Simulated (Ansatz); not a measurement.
**MgB2 in Ansatz: convergence with k mesh**

MgB2:

```
Mg B
1.0
     3.08500    0.00000    0.00000
    -1.54250    2.67169    0.00000
     0.00000    0.00000    3.52300
Mg B
1 2
Direct
  0.01959 0.99359 0.99020
  0.66441 0.32161 0.49171
  0.33637 0.66639 0.50926
```

The cell isn't the ideal one: atoms moved at random, drawn with an rms of 0.05 Å.

| Item | Value |
| --- | --- |
| Program | Ansatz 0.2.0 |
| Task | convergence study |
| Functional | r2SCAN |
| Potentials or basis | Ansatz PAW |
| Cutoff | 500 eV (not typed: the program's choice for these potentials) |
| k mesh | 3 × 3 × 2 |
| Occupations | gaussian, width 0.05 eV |
| Spin | no spin polarisation |

These are the settings of the first run; the series varies k mesh, with any setting tied to it.

Hardware: 2 threads of Intel(R) Xeon(R) Processor @ 2.50GHz (Skylake/Cascade Lake) (shared host).

Q: The values tried are 3 × 3 × 2, 4 × 4 × 3, 5 × 5 × 4, 6 × 6 × 4, 7 × 7 × 6, 9 × 9 × 7, 11 × 11 × 9, 14 × 14 × 10, 16 × 16 × 12, loosest first. From which on does the pressure stay within 0.1 GPa of the tightest run that finished?

A: From 9 × 9 × 7 on.

| k mesh | energy less the tightest run, at zero smearing (meV/atom) | pressure (GPa) | largest force (eV/Å) | SCF cycles | CPU time (s) | peak memory (GiB) |
| --- | --- | --- | --- | --- | --- | --- |
| 3 × 3 × 2 | 165.16 | -1.32 | 1.006 | 8 | 5.4 | 0.35 |
| 4 × 4 × 3 | 44.32 | -2.05 | 0.744 | 6 | 6.3 | 0.36 |
| 5 × 5 × 4 | -2.19 | -2.11 | 0.823 | 6 | 9.3 | 0.38 |
| 6 × 6 × 4 | 2.89 | -1.88 | 0.899 | 6 | 11 | 0.4 |
| 7 × 7 × 6 | -1.40 | -2.02 | 0.758 | 6 | 18 | 0.45 |
| 9 × 9 × 7 | -2.00 | -1.84 | 0.775 | 6 | 31 | 0.51 |
| 11 × 11 × 9 | 0.50 | -1.95 | 0.759 | 6 | 63 | 0.64 |
| 14 × 14 × 10 | 0.92 | -1.85 | 0.767 | 6 | 110 | 0.84 |
| 16 × 16 × 12 | 0.00 | -1.91 | 0.775 | 6 | 170 | 1.1 |

Against the tightest run, the energy stays within 1 meV/atom from 11 × 11 × 9 on. Not settled before the last step: the largest force (to 0.005 eV/Å). Meshes of other sizes hit other points, so gaps and Fermi surfaces needn't settle smoothly. The tightest run that finished is the yardstick and may itself not be fully converged.

Caveat, for the tightest run too: the PAW data sets come from PBE, with cores solved anew for the run's functional, which leaves a small shift of forces and pressure.
